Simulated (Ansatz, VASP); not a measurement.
One calculation of Rh, two programs

The input INCAR:

```
ALGO = Normal
EDIFF = 1E-6
ENCUT = 520
GGA = PS
ISIF = 2
ISMEAR = 0
LASPH = T
LCHARG = T
LELF = T
LREAL = F
LVHAR = T
LWAVE = F
NBANDS = 14
NELM = 100
PREC = Accurate
SIGMA = 0.05
```

File KPOINTS:

```
k-points
0
Gamma
  16 16 16
```

Contents of POSCAR:

```
Rh
1.0
    0.0000000000      1.8901272751      1.8901272751
    1.8901272751      0.0000000000      1.8901272751
    1.8901272751      1.8901272751      0.0000000000
Rh
1
Direct
    0.0000000000      0.0000000000      0.0000000000
```

Input for Ansatz:

```yaml
crystal:
  lattice:
    - [0.0, 1.8901272751, 1.8901272751]
    - [1.8901272751, 0.0, 1.8901272751]
    - [1.8901272751, 1.8901272751, 0.0]
  atoms:
    - { symbol: Rh, position: [0.0, 0.0, 0.0] }
basis:
  ecutwfc: 420
  ecutrho_ratio: 4
kpoints:
  mp_grid: { grid: [16, 16, 16] }
hamiltonian:
  xc: pbesol
scf:
  occupations: { method: gaussian, width: 0.05 }
output:
  forces: true
  stress: true
  eigenvalues: true
```

Alike in both runs: task single point; functional PBEsol; k mesh 16 × 16 × 16; occupations gaussian, width 0.05 eV; no spin polarisation.

|  | VASP | Ansatz |
| --- | --- | --- |
| version | VASP 6.6.1 | Ansatz 0.2.0 |
| potentials or method | VASP PAW PBE potentials, release 64 (Rh_pv) | scalar-relativistic, plane waves, PAW |
| plane-wave cutoff (eV) | 520 | 420 |
| valence electrons in the cell | 15 | 17 |

```csv
,VASP,Ansatz,Ansatz less VASP
gap on the k mesh at the Fermi level (eV),none,none,-
pressure (GPa),-0.1,0.0,+0.09
```

A gap of «none» marks a metal or a gap that the smearing closes. The two sets of potentials don't hold the same shells in valence.

Caveats: the PAW data sets were made with another functional, which shifts forces and pressure a little (VASP).
